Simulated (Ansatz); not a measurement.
# HfO2: a tetragonal deformation path

An exercise on one series of results from a longer session: the logs are not shown, and one member is left open.

Computed with Ansatz 0.2.0 (DFT PBEsol, scalar-relativistic, plane waves, PAW, unless a step's input says otherwise).

### The system as given

The structure is cubic, space group Fm-3m (No. 225). The conventional cell has a = 5.115 Å, b = 5.115 Å, c = 5.115 Å, α = 90.00°, β = 90.00°, γ = 90.00°. Hf (site symmetry m-3m) is surrounded by 8 O at 2.21 Å. O (site symmetry -43m) has 4 Hf at 2.21 Å as nearest neighbours.

Structure file:

```cif
data_structure
_symmetry_space_group_name_H-M 'Fm-3m'
_symmetry_Int_Tables_number 225
_cell_length_a 5.1150
_cell_length_b 5.1150
_cell_length_c 5.1150
_cell_angle_alpha 90.000
_cell_angle_beta 90.000
_cell_angle_gamma 90.000
_cell_volume 133.82
loop_
_atom_site_label
_atom_site_type_symbol
_atom_site_symmetry_multiplicity
_atom_site_Wyckoff_symbol
_atom_site_fract_x
_atom_site_fract_y
_atom_site_fract_z
_atom_site_occupancy
Hf1 Hf 4 a 0.00000 0.00000 0.00000 1
O1 O 8 c 0.25000 0.75000 0.75000 1
```

The cell is taken as given, not relaxed at this level.

Set-up of the first run:

At fixed volume and fractional coordinates, lengths along (0.000, 0.000, 1.000) are scaled against those across it; ρ is that ratio over its starting value.

File input.yaml:

```yaml
crystal:
  lattice:
    - [0.0, 2.8708412057, 2.0296847325]
    - [2.8708412057, 0.0, 2.0296847325]
    - [2.8708412057, 2.8708412057, 0.0]
  atoms:
    - { symbol: Hf, position: [0.0, 0.0, 0.0] }
    - { symbol: O, position: [0.25, 0.25, 0.25] }
    - { symbol: O, position: [0.75, 0.75, 0.75] }
basis:
  ecutwfc: 350.0
kpoints:
  mp_grid: { grid: [8, 8, 8] }
hamiltonian:
  xc: pbesol
scf:
  occupations: { method: gaussian, width: 0.05 }
output:
  forces: true
  stress: true
  eigenvalues: true
```

Command:

```console
> ansatz run input.yaml --threads 1 --pin off --max-ram 2560MiB --backend cpu --events-out ev --progress --plain --runs-dir out
```

Steps of the session up to this table: Point ρ = 0.707; At ρ = 1.414; Point ρ = 0.850; ρ = 1.200; Point ρ = 0.780; At ρ = 1.300; At ρ = 0.920; ρ = 1.100; Point ρ = 0.650; ρ = 1.500; Point ρ = 0.960; Point ρ = 1.050.

One of the session's tables, all rows but one given; the rest of the session is left out.

```
    ρ  ΔE (meV/atom)  pressure (GPa)  gap on the mesh (eV)
0.650         1516.5            -5.0                  0.00
0.707         1175.7            -5.3                  0.00
0.780          649.9            -6.1                  0.00
0.850          273.2            -9.1                  1.36
0.920           71.0           -10.5                  2.60
0.960           17.9           -10.9                  3.19
1.000            0.0           -11.1                  3.57
1.050              ?               ?                     ?
1.100           94.2           -10.6                  2.39
1.200          352.6            -9.4                  0.76
1.300          743.4            -8.1                  0.00
1.414         1265.2            -6.9                  0.00
1.500         1622.6            -7.6                  0.00
```

Estimate the missing values for ρ = 1.050.

Worked estimate for «ΔE (meV/atom)». A straight line through the neighbours (1.000, 0.0) and (1.100, 94.2) gives 0.0 + (94.2 − 0.0) × (1.050 − 1.000) / (1.100 − 1.000) = 47.1; a parabola fitted to 4 rows on both sides gives 26.3.

**Answer.** ΔE (meV/atom): 24.2; pressure (GPa): -10.9; gap on the mesh (eV): 3.13. In «ΔE (meV/atom)» the line misses by +22.9 and the parabola by +2.1.

Where the gap reads zero, the mesh chosen for the insulator is on the coarse side.

Limits of these values: The settings of these runs were drawn from a wide range and may not be converged. The settings are coarse, so take the values as rough. Warnings in the runs' records: cutoff below recommended.
